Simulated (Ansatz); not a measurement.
Geometry optimisation in Ansatz: input, command and trajectory.

```yaml
crystal:
  lattice:
    - [0.0, 3.4084018733, 3.4084018733]
    - [3.4084018733, 0.0, 3.4084018733]
    - [3.4084018733, 3.4084018733, 0.0]
  atoms:
    - { symbol: Mg, position: [0.25, 0.25, 0.25] }
    - { symbol: Mg, position: [0.75, 0.75, 0.75] }
    - { symbol: Sn, position: [0.0, 0.0, 0.0] }
basis:
  ecutwfc: 420
kpoints:
  mp_grid: { grid: [12, 12, 12] }
hamiltonian:
  xc: pbesol
scf:
  occupations: { method: gaussian, width: 0.1 }
output:
  forces: true
  stress: true
  eigenvalues: true
relax:
  adjacent_minimum: "off"
  f_tol: 0.005
  max_steps: 50
  cell: { stress_tol: 0.05 }
```

```bash
ansatz run input.yaml --threads 1 --pin off --max-ram 2560MiB --backend cpu --events-out ev --progress --plain --runs-dir out
```

Level of theory: DFT PBEsol, scalar-relativistic, plane waves, PAW in Ansatz.

Of 4 frames 3 are shown, positions in Å and forces in eV/Å; the SCF threshold varies from step to step. Steps run on the plane waves of an earlier cell, with a Pulay correction in the pressure. The basis is chosen afresh for the last frame, the zero of the energies, and at times for earlier ones too; energy and pressure step there, also at an unchanged geometry.

```xyz
3
Lattice="0.0000 3.4084 3.4084 3.4084 0.0000 3.4084 3.4084 3.4084 0.0000" Properties=species:S:1:pos:R:3:forces:R:3 pbc="T T T" step=1 free_energy_over_end_meV_per_atom=3.31 pressure_GPa=-1.27
Mg    1.7042    1.7042    1.7042    0.0000    0.0000    0.0000
Mg    5.1126    5.1126    5.1126    0.0000    0.0000    0.0000
Sn    0.0000    0.0000    0.0000    0.0000    0.0000    0.0000
3
Lattice="0.0000 3.3708 3.3708 3.3708 0.0000 3.3708 3.3708 3.3708 0.0000" Properties=species:S:1:pos:R:3:forces:R:3 pbc="T T T" step=2 free_energy_over_end_meV_per_atom=-0.03 pressure_GPa=0.09
Mg    1.6854    1.6854    1.6854    0.0000    0.0000    0.0000
Mg    5.0562    5.0562    5.0562    0.0000    0.0000    0.0000
Sn    0.0000    0.0000    0.0000    0.0000    0.0000    0.0000
3
Lattice="0.0000 3.3732 3.3732 3.3732 0.0000 3.3732 3.3732 3.3732 0.0000" Properties=species:S:1:pos:R:3:forces:R:3 pbc="T T T" step=4 free_energy_over_end_meV_per_atom=0.00 pressure_GPa=0.00
Mg    1.6866    1.6866    1.6866    0.0000    0.0000    0.0000
Mg    5.0598    5.0598    5.0598    0.0000    0.0000    0.0000
Sn    0.0000    0.0000    0.0000    0.0000    0.0000    0.0000
```

Time: 19 s on 1 thread of Intel(R) Xeon(R) Platinum 8375C CPU @ 2.90GHz (Ice Lake), on a shared host, peak memory 0.49 GiB.